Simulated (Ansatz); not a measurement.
# GaP: do energies and stresses tell the same story?

All numbers below come from Ansatz 0.2.0, DFT PBE, scalar-relativistic, plane waves, PAW.

Settings: cutoff 420 eV, Γ-centred mesh 9×9×9 on the computed 4-atom cell, Gaussian smearing of 0.02 eV; no spin polarisation.

Relaxed cell: R-3m, a = 3.885 Å, b = 3.885 Å, c = 19.304 Å, α = 90.00°, β = 90.00°, γ = 120.00°, 4 atoms in the primitive cell. This form isn't the usual stable structure of the compound.

Energies at zero smearing and pressures from the stress tensor, at volumes with shape and atoms relaxed:
```json
{"V (Å³/atom)": "18.500", "E − E(first) (meV/atom)": "0.00", "P (GPa)": "11.92"}
{"V (Å³/atom)": "19.131", "E − E(first) (meV/atom)": "-39.29", "P (GPa)": "8.15"}
{"V (Å³/atom)": "19.762", "E − E(first) (meV/atom)": "-64.91", "P (GPa)": "4.96"}
{"V (Å³/atom)": "20.392", "E − E(first) (meV/atom)": "-78.99", "P (GPa)": "2.27"}
{"V (Å³/atom)": "21.023", "E − E(first) (meV/atom)": "-83.32", "P (GPa)": "0.00"}
{"V (Å³/atom)": "21.654", "E − E(first) (meV/atom)": "-79.44", "P (GPa)": "-1.92"}
{"V (Å³/atom)": "22.284", "E − E(first) (meV/atom)": "-68.65", "P (GPa)": "-3.52"}
{"V (Å³/atom)": "23.125", "E − E(first) (meV/atom)": "-45.41", "P (GPa)": "-5.26"}
```

**Question.** Check P = −dE/dV between neighbouring volumes, and get the bulk modulus from the pressures alone.

**Answer.** With 1 eV/Å³ = 160.2 GPa:
| middle V (Å³/atom) | −ΔE/ΔV (GPa) | mean P (GPa) |
| --- | --- | --- |
| 18.816 | 9.980 | 10.034 |
| 19.446 | 6.509 | 6.555 |
| 20.077 | 3.577 | 3.615 |
| 20.708 | 1.101 | 1.134 |
| 21.338 | -0.987 | -0.959 |
| 21.969 | -2.742 | -2.719 |
| 22.705 | -4.426 | -4.391 |

The two differ by 0.05 GPa at most. The mean of two end pressures misses the average over a step by about ΔV² P″/12, up to 0.05 GPa here; with that taken off 0.00 GPa remains. Around V = 21.023 Å³/atom, the two neighbours give B = −V ΔP/ΔV = 21.023 × 4.18 / 1.261 = 69.7 GPa, against B0 = 69.2 GPa from the Birch–Murnaghan fit of the energies.